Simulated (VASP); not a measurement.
MnSb under changes of volume

One of the cells (22.272 Å³/atom); the others are scaled copies at fixed shape and fractional positions:

```
Sb Mn
1.0
     0.00000    2.81353    2.81353
     2.81353    0.00000    2.81353
     2.81353    2.81353    0.00000
Sb Mn
1 1
Direct
  0.50000 0.50000 0.50000
  0.00000 0.00000 0.00000
```

The cell comes from a database or a generator and needn't be the stable form of this composition.

| Item | Value |
| --- | --- |
| Program | VASP 6.6.1 |
| Functional | PBE |
| Potentials or basis | VASP PAW PBE potentials, release 64 (Sb, Mn_pv) |
| Cutoff | 520 eV |
| k mesh | 8 × 8 × 8 |
| Occupations | fermi-dirac, width 0.05 eV |
| Spin | collinear spin, ferromagnetic start |
| Starting moments | [0.0, 4.0] μB |

```tsv
volume (Å³/atom)	energy over the lowest point (meV/atom)	pressure (GPa)	moment (μB per cell)
20.525	?	?	?
20.962	4.31	2.2	3.77
21.398	0.00	0.9	3.81
22.272	1.72	-1.5	3.87
22.708	7.10	-2.5	3.90
23.145	15.05	-3.4	3.92
```

Question: What does the run at 20.525 Å³/atom give?

Answer: Energy over the lowest point 12.57 meV/atom; pressure 3.8 GPa; moment 3.74 μB per cell.

Worked out: A Birch-Murnaghan fit of order 3 (a polynomial in V^(-2/3)) to the other rows has its minimum at 21.71 Å³/atom with B0 = V·E''(V) = 60 GPa and B' = 4.4. It gives 12.63 meV/atom at 20.525 Å³/atom, against the run's 12.57, and -dE/dV = 3.8 GPa, against 3.8. A straight line through the other rows of the moment, of slope 0.069 μB per Å³/atom, extrapolates to 3.75 μB, against the run's 3.74.

Energies are extrapolated to zero smearing.

Caveats: a cell with one magnetic atom can't hold antiferromagnetic order, which such compounds often take.
